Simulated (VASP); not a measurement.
Set up this calculation in VASP 6.6.1, as the native input.

```yaml
Task: relaxation of cell and atoms
Functional: r2SCAN
Potentials_or_basis: VASP PAW PBE potentials, release 64 (B, P)
Cutoff: 600 eV
k_mesh: 10 × 10 × 10
Occupations: gaussian, width 0.03 eV
Spin: no spin polarisation
Further_INCAR_settings: ALGO = Normal; EDIFF = 1e-07; IBRION = 2; EDIFFG = -0.005; NSW = 90; ISIF = 3
```

The structure of BP lies in POSCAR:

```
BP                                      
1.0
    0.0000000000      2.2660186101      2.2660186101
    2.2660186101     -0.0000000000      2.2660186101
    2.2660186101      2.2660186101      0.0000000000
  B               P             
     1     1
Direct
     0.0000000000000000    0.0000000000000000    0.0000000000000000
     0.2500000000000000    0.2500000000000000    0.2500000000000000
```

One way to write it, as run:

INCAR

```
SYSTEM = BP
PREC = Accurate
ENCUT = 600
EDIFF = 1E-7
ISMEAR = 0
SIGMA = 0.03
LREAL = .FALSE.
LASPH = .TRUE.
NELM = 80
ALGO = Normal
ISIF = 3
LWAVE = .FALSE.
LCHARG = .FALSE.
METAGGA = R2SCAN
LMIXTAU = .TRUE.
IBRION = 2
NSW = 90
EDIFFG = -0.005
```

KPOINTS

```
Automatic mesh
0
G
  10 10 10
  0 0 0
```

Potentials or basis: VASP PAW PBE potentials, release 64 (B, P).

Launch:

```bash
$ cat potpaw_PBE.64/B/POTCAR potpaw_PBE.64/P/POTCAR > POTCAR
$ mpirun -np 1 vasp_std > vasp.out
```

Results of the run:

```json
{"Pressure after relaxing": "0.0 GPa", "Band gap on the k mesh": "1.44 eV, indirect (least direct gap 3.65 eV)"}
```

Caveat: the relaxation stopped at its first step, so nothing moved; the PAW data sets were made with another functional, which shifts forces and pressure a little.

Run time: 32 s on 1 thread of Intel(R) Xeon(R) 6975P-C (Granite Rapids), with other jobs on the host, peak memory 0.16 GiB.
